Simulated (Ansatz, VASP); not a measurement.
# Two plane-wave programs on ZnS (Wurtzite-4H)

```
CELL_PARAMETERS angstrom
3.82270 0.00000 0.00000
-1.91135 3.31056 0.00000
0.00000 0.00000 12.52000
ATOMIC_POSITIONS crystal
Zn 0.66667 0.33333 0.75000
Zn 0.33333 0.66667 0.25000
Zn 0.00000 0.00000 0.50000
Zn 0.00000 0.00000 0.00000
S 0.66667 0.33333 0.93750
S 0.33333 0.66667 0.43750
S 0.00000 0.00000 0.68750
S 0.00000 0.00000 0.18750
```

Alike in both runs: task band structure; functional PBE; k mesh 8 × 8 × 3; occupations fermi-dirac, width 0.05 eV; no spin polarisation.

|  | VASP | Ansatz |
| --- | --- | --- |
| version | VASP 6.6.1 | Ansatz 0.2.0 |
| potentials or method | VASP PAW PBE potentials, release 64 (Zn, S) | Ansatz PAW |
| plane-wave cutoff (eV) | 520 | 420 |
| valence electrons in the cell | 72 | 72 |

Ansatz gave:

| Item | Value |
| --- | --- |
| gap on the k mesh at the Fermi level (eV) | 2.13 |
| least direct gap on the mesh (eV) | 2.13 |
| gap along the band path (eV) | 2.13 |
| pressure (GPa) | 1.3 |
| largest component of the traceless stress (GPa) | 0.09 |
| rms of the force components (eV/Å) | 0.015 |

Q: Which values does VASP return?

A: gap on the k mesh at the Fermi level (eV): 2.13; least direct gap on the mesh (eV): 2.13; gap along the band path (eV): 2.13; pressure (GPa): 1.5; largest component of the traceless stress (GPa): 0.09; rms of the force components (eV/Å): 0.015.

Atom by atom the forces differ by 0.000 eV/Å (rms over components).

Expect the measured gap to be larger: semilocal functionals such as PBE lack the derivative discontinuity.
